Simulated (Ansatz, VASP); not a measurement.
## Two plane-wave programs on B3As

```
B As
1.0
     4.22797    0.00000    0.00000
    -0.89969    3.09208    0.00000
    -0.01155    0.15208    3.69816
B As
3 1
Direct
  0.76046 0.65655 0.55602
  0.84948 0.41179 0.86629
  0.95970 0.73019 0.95494
  0.36377 0.71229 0.59101
```

Alike in both runs: task relaxation of cell and atoms; functional PBE; k mesh 4 × 6 × 6; occupations gaussian, width 0.1 eV; no spin polarisation.

|  | VASP | Ansatz |
| --- | --- | --- |
| version | VASP 6.6.1 | Ansatz 0.2.0 |
| potentials or method | VASP PAW PBE potentials, release 64 (B, As) | scalar-relativistic, plane waves, PAW |
| plane-wave cutoff (eV) | 600 | 420 |
| valence electrons in the cell | 14 | 24 |

```tsv
	VASP	Ansatz	Ansatz less VASP
gap on the k mesh at the Fermi level, each at its own relaxed structure (eV)	none	none	-
relaxed volume (Å³/atom)	15.05	11.62	-3.431
relaxed cell length with the largest relative difference (Å)	3.931	2.834	-1.0972
energy change over the relaxation (meV/atom)	-2990	-3263	-273.6
```

A gap of «none» marks a metal or a gap that the smearing closes. One of these differences is far larger than is usual between the two programs; its cause wasn't traced. The two sets of potentials don't hold the same shells in valence.

Caveats: the k mesh is coarse (spacing up to 0.39 Å⁻¹), so the values aren't converged; the volume moved by over 15 % at a fixed basis, so the end points are rough.
